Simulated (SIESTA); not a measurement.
Pb under changes of volume

One of the cells (30.323 Å³/atom); the others are scaled copies at fixed shape and fractional positions:

```
Pb
1.0
     0.00000    2.47502    2.47502
     2.47502    0.00000    2.47502
     2.47502    2.47502    0.00000
Pb
1
Direct
  0.00000 0.00000 0.00000
```

```yaml
Program: SIESTA 5.4.2
Functional: PBE
Potentials_or_basis: PseudoDojo 0.4 standard (PBE files)
Basis: SZ (energy shift 0.01 Ry)
Grid_cutoff: 500 Ry
Energy_shift: 0.01 Ry
k_mesh: 9 × 9 × 9
Occupations: fermi-dirac, width 0.05 eV
Spin: no spin polarisation
```

```tsv
volume (Å³/atom)	energy over the lowest point (meV/atom)	pressure (GPa)
28.503	?	?
29.110	63.03	6.5
29.716	40.91	5.1
30.323	23.69	3.8
30.929	11.62	2.5
31.535	3.99	1.5
32.142	0.00	0.6
```

Q: What does the run at 28.503 Å³/atom give?

A: Energy over the lowest point 91.00 meV/atom; pressure 8.2 GPa.

Worked out: A Birch-Murnaghan fit of order 3 (a polynomial in V^(-2/3)) to the other rows has its minimum at 32.49 Å³/atom, just outside them, with B0 = V·E''(V) = 48 GPa and B' = 4.3. It gives 91.30 meV/atom at 28.503 Å³/atom, against the run's 91.00, and -dE/dV = 8.3 GPa, against 8.2.

Energies are extrapolated to zero smearing.

Caveats: the basis has no polarisation orbitals; the basis of atomic orbitals isn't converged, which shifts pressures, moduli and gaps.
